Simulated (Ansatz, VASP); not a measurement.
## Two plane-wave programs on Hf

File INCAR:

```
SYSTEM = Hf
PREC = Accurate
ENCUT = 600
EDIFF = 1E-6
ISMEAR = 0
SIGMA = 0.1
LREAL = .FALSE.
LASPH = .TRUE.
NELM = 100
ALGO = Normal
ISIF = 3
LWAVE = .FALSE.
LCHARG = .FALSE.
GGA = PS
IBRION = 2
NSW = 90
EDIFFG = -0.04
```

The input KPOINTS:

```
regular mesh
0
G
  4 4 4
  0 0 0
```

The input POSCAR:

```
Hf
1.0
    2.3998695990     -4.0673339195      0.0000000000
    2.3998695990      4.0673339195      0.0000000000
    0.0000000000      0.0000000000      4.8061236695
Hf
4
Direct
    0.1525000000      0.8475000000      0.0785000000
    0.6525000000      0.3475000000      0.4215000000
    0.8475000000      0.1525000000      0.9215000000
    0.3475000000      0.6525000000      0.5785000000
```

Input for Ansatz:

```yaml
crystal:
  lattice:
    - [2.399869599, -4.0673339195, 0.0]
    - [2.399869599, 4.0673339195, 0.0]
    - [0.0, 0.0, 4.8061236695]
  atoms:
    - { symbol: Hf, position: [0.1525, 0.8475, 0.0785] }
    - { symbol: Hf, position: [0.6525, 0.3475, 0.4215] }
    - { symbol: Hf, position: [0.8475, 0.1525, 0.9215] }
    - { symbol: Hf, position: [0.3475, 0.6525, 0.5785] }
basis:
  ecutwfc: 420
kpoints:
  mp_grid: { grid: [4, 4, 4] }
hamiltonian:
  xc: pbesol
scf:
  occupations: { method: gaussian, width: 0.1 }
  lower_state_search: "off"
output:
  forces: true
  stress: true
  eigenvalues: true
relax:
  adjacent_minimum: "off"
  f_tol: 0.04
  max_steps: 70
  cell: { stress_tol: 0.4 }
```

Alike in both runs: task relaxation of cell and atoms; functional PBEsol; k mesh 4 × 4 × 4; occupations gaussian, width 0.1 eV; no spin polarisation.

|  | VASP | Ansatz |
| --- | --- | --- |
| version | VASP 6.6.1 | Ansatz 0.2.0 |
| potentials or method | VASP PAW PBE potentials, release 64 (Hf_pv) | scalar-relativistic, plane waves, PAW |
| plane-wave cutoff (eV) | 600 | 420 |
| valence electrons in the cell | 40 | 104 |

Ansatz gave:

```
gap on the k mesh at the Fermi level, each at its own relaxed structure (eV) : none
relaxed volume (Å³/atom)                                                     : 23.47
relaxed cell length with the largest relative difference (Å)                 : 5.637
energy change over the relaxation (meV/atom)                                 : -1001
```

Problem. Estimate VASP's values.

Solution. gap on the k mesh at the Fermi level, each at its own relaxed structure (eV): none; relaxed volume (Å³/atom): 23.38; relaxed cell length with the largest relative difference (Å): 5.635; energy change over the relaxation (meV/atom): -1000.

A gap of «none» marks a metal or a gap that the smearing closes. The two sets of potentials don't hold the same shells in valence.

Caveats: the k mesh is coarse (spacing up to 0.38 Å⁻¹), so the values aren't converged; the PAW data sets were made with another functional, which shifts forces and pressure a little (VASP). Spin-orbit coupling is left out, which matters for the levels of Hf.
